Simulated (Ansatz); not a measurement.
System: Ho (parent space group No. 194, strained and rattled), 4 atoms in the cell.

These are results of PBE, plane waves, PAW datasets (earlier set, tuned by hand) (Ansatz 0.2.0 development build), not measurements.

Cutoff 740 eV; k-mesh 2×4×2 Γ-centred; Fermi–Dirac smearing of 0.15 eV; no spin polarisation; no spin–orbit coupling.

```
CELL_PARAMETERS angstrom
7.18497 -0.03177 0.00415
-1.81000 3.11273 -0.03700
0.00325 -0.06520 5.68785
ATOMIC_POSITIONS crystal
Ho 0.90244 0.13155 0.63705
Ho 0.08250 0.83147 0.11643
Ho 0.39346 0.11754 0.63638
Ho 0.58524 0.82832 0.13223
```

Forces on the other atoms:

| atom | Fx (eV/Å) | Fy (eV/Å) | Fz (eV/Å) |
| --- | --- | --- | --- |
| Ho2 | -0.026 | -0.070 | 0.377 |
| Ho3 | 0.211 | 0.175 | -0.181 |

(1) What forces (eV/Å) act on Ho4 and Ho1, and what is the pressure?

Answers

(1) Ho4: (-0.128, -0.100, 0.081); Ho1: (-0.057, -0.005, -0.278). The pressure is 1.85 GPa.

The stress includes the program's correction for the finite plane-wave basis.

The k-mesh is coarse, so these values belong to this mesh and can lie far from the converged ones. The open f shell is treated without spin here, so this is a model state and not the ground state.
